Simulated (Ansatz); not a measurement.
The cell of CaO is invented: 5-connected net, two elements alternating (Cc, No. 9). Lengths were set from tabulated atomic sizes, so they are only a guess.

```cif
data_structure
_symmetry_space_group_name_H-M 'Cc'
_symmetry_Int_Tables_number 9
_cell_length_a 5.1734
_cell_length_b 3.8499
_cell_length_c 5.8594
_cell_angle_alpha 90.000
_cell_angle_beta 109.190
_cell_angle_gamma 90.000
_cell_volume 110.22
loop_
_atom_site_label
_atom_site_type_symbol
_atom_site_symmetry_multiplicity
_atom_site_Wyckoff_symbol
_atom_site_fract_x
_atom_site_fract_y
_atom_site_fract_z
_atom_site_occupancy
Ca1 Ca 4 a 0.15625 0.66614 0.64647 1
O1 O 4 a 0.84375 0.66614 0.85353 1
```

Level of theory: Ansatz 0.2.0, DFT PBE, scalar-relativistic, plane waves, PAW. Cutoff 420 eV, Gaussian smearing, Γ-centred meshes. Cell and atoms relax first on a coarse mesh and then on a converged one. In between, the cell is made exact in the group found at 0.06 Å. The steps can't lower the symmetry of their start. No spin polarisation.

A guess keeps its type if space group and coordination stay and the shape of the cell changes little (axis ratios within about 15 %, angles within 6°); the volume may change.

**Question.** Will the relaxed cell still be of the starting type?

**Answer.** It doesn't keep its type. The symmetry goes from Cc (No. 9) to Fm-3m (No. 225), and the primitive cell from 4 to 2 atoms. The end has the rock salt type. The volume per atom grows by 2.3 %, from 13.8 to 14.1 Å³. The shortest distance goes from 2.31 Å (Ca–O) to 2.42 Å (Ca–O). Counting neighbours within 15 % of an atom's shortest distance, the start has Ca 5, O 5 and the end Ca 6, O 6. In detail, at the end Ca has 6 O at 2.42 Å; O has 6 Ca at 2.42 Å.

```xyz
2
Lattice="0.0000 2.4155 2.4155 2.4155 0.0000 2.4155 2.4155 2.4155 0.0000" Properties=species:S:1:pos:R:3 pbc="T T T"
Ca    0.0000    0.0000    0.0000
O     2.4155    2.4155    2.4155
```

The zero of energy is the elements' standard structures at the same level (O₂ as a molecule); no fitted shifts are applied.

**Question.** At what energy does it end?

**Answer.** −2.947 eV/atom. Whether it is stable depends on the other phases of the system, which aren't compared here.

The last run used an 8×8×8 mesh for its 2-atom cell and Gaussian smearing of 0.02 eV. A later test with randomly moved atoms came back to the same energy, though modes that don't fit the test's cell weren't probed.
